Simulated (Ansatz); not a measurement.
## One input, then a changed one: I (sc type)

First run: DFT, PBE, all-electron PAW with datasets made for the crystal, scalar-relativistic (Ansatz 0.2.0).

Command: `ansatz run input.yaml --threads 1 --pin off --max-ram 2048MiB --backend cpu --events-out ev --progress --plain --runs-dir out` It took 2.7 s on 1 thread of Arm Neoverse V1, on a shared host, peak memory 0.3 GiB.

```yaml
crystal:
  lattice:
    - [2.7538073213, 0.0, 0.0]
    - [0.0, 2.7538073213, 0.0]
    - [0.0, 0.0, 2.7538073213]
  atoms:
    - { symbol: I, position: [0.0, 0.0, 0.0] }
kpoints:
  mp_grid: { grid: [11, 11, 11] }
scf:
  occupations: { method: fermi_dirac, width: 0.1 }
hamiltonian:
  xc: pbe
  pseudopotentials: { kind: all_electron, datasets: crystal }
output:
  forces: true
  stress: true
  eigenvalues: true
```

The cell comes from a relaxation on PAW files under the same functional, begun from a prototype that needn't be the stable phase.

This run: volume at 0.5 of the series' base cell.

It converges in 6 SCF iterations at a pressure of 80.8 GPa.

The input is then changed:

```diff
   occupations: { method: fermi_dirac, width: 0.1 }
+  mixing: { preconditioner: kerker_dos }
 hamiltonian:
```

Q: Predict the outcome of the changed run.

A: It converges in 7 SCF iterations at a pressure of 80.8 GPa, free energy 0.0 meV/atom against the first run's.
